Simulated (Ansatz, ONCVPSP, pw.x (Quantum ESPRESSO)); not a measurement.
copper (Cu) (bcc): variants of one ONCV potential in the solid

```json
{
  "Element": "Cu",
  "Generator": "ONCVPSP 4.0.1.1 (patched build)",
  "Type": "optimised norm-conserving Vanderbilt (ONCV)",
  "Functional": "PBE",
  "Relativity": "scalar-relativistic",
  "Frozen core": "[Ar]",
  "Valence charge": "11",
  "Reference configuration": "3d10 4s1",
  "Partial waves": "4s: rc 1.80 bohr, ncon 4, nbas 9, qcut 4.6 1/bohr, 1 projector; p scattering state at 0.31 Ha: rc 1.60 bohr, ncon 3, nbas 8, qcut 5.4 1/bohr, 1 projector; 3d: rc 1.25 bohr, ncon 4, nbas 9, qcut 12.1 1/bohr, 1 projector; f scattering state at 0.36 Ha: rc 1.80 bohr, ncon 4, nbas 7, qcut 6.4 1/bohr, 2 projectors, debl 4 Ha",
  "Local potential": "polynomial inside 1.20 bohr (lpopt 2, dvloc0 0 Ha)",
  "Core correction": "none"
}
```

Crystal test: bcc Cu in pw.x 7.5, no spin, 16³ k-points, Fermi–Dirac smearing 0.01 Ry, cutoffs set for each file from its atomic test. The reference is all-electron LAPW (Ansatz 0.2.0) with the same functional, mesh and smearing; V0 and B0 come from Birch–Murnaghan fits to the pressures at five volumes. Errors are pseudo minus all-electron; Δ is the rms difference of the E(V) curves that follow from these fits, minima aligned, over ±6 % about the mean V0. Mesh and smearing are coarse, so the numbers serve the comparison and aren't converged zero-temperature values; the lattice is a test structure that the element need not adopt.

All-electron: a0 = 2.885 Å (V0 = 12.01 Å³/atom), B0 = 138.4 GPa.

Base: This is a poor potential for the solid. The generator flags a localised state at positive energy (s at 27 eV). Atomic configuration tests: 2 of 4 tests not solved or not reliable.

2 further variants are left out: they gave no file fit for a test, a broken result, the same result as the base, or pressures whose basis-set error rivals the error shown.

A dash in a converged row means that the minimum lies outside the volumes sampled.

```tsv
change	cutoffs (Ry)	pw.x	a0 (Å)	a0 error (%)	B0 error (%)	Δ (meV/atom)	mean pressure error (GPa)
base	160/640	converged	2.864	-0.73	+21.4	8.5	-3.37
p: nbas 6	160/640	converged	2.864	-0.73	+21.4	8.6	-3.38
local potential polynomial inside 0.68 bohr (lpopt 2, dvloc0 0 Ha)	160/640	converged; bound ghost	–	–	–	–	-71.98
s: nproj 2	160/640	converged	2.865	-0.70	+21.1	8.2	-3.24
```
